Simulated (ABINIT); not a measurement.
**Al: single point with PBEsol**

The system is Al.

```
Al
1.0
     0.00000    2.02481    2.02481
     2.02481    0.00000    2.02481
     2.02481    2.02481    0.00000
Al
1
Direct
  0.00000 0.00000 0.00000
```

```
Program             : ABINIT 10.8.3 (patched build)
Task                : single point
Functional          : PBEsol
Potentials or basis : PseudoDojo NC SR PBEsol v0.4.1 standard
Cutoff              : 435 eV
k mesh              : 8 × 8 × 8
Occupations         : fermi-dirac, width 0.05 eV
Spin                : no spin polarisation
```

```
Pressure                                              : -2.3 GPa
Band gap on the k mesh                                : none (metal or under the smearing width)
Valence electrons inside the program's atomic spheres : Al 0.86 (radii [1.0584] Å)
```

Levels at points of the mesh, in eV from the Fermi level:
```tsv
k point	band 1	band 2	band 3	band 4	band 5	band 6
(0.00, 0.00, 0.00)	-11.13	12.54	12.54	12.54	13.96	13.96
(0.50, 0.00, 0.00)	-4.62	-4.41	11.28	11.28	11.38	11.38
(0.50, 0.50, 0.00)	-2.95	-1.65	5.23	5.52	5.52	8.94
```

Run time: 1.4 s on 1 thread of Arm Neoverse V2 (shared host), peak memory 0.05 GiB.
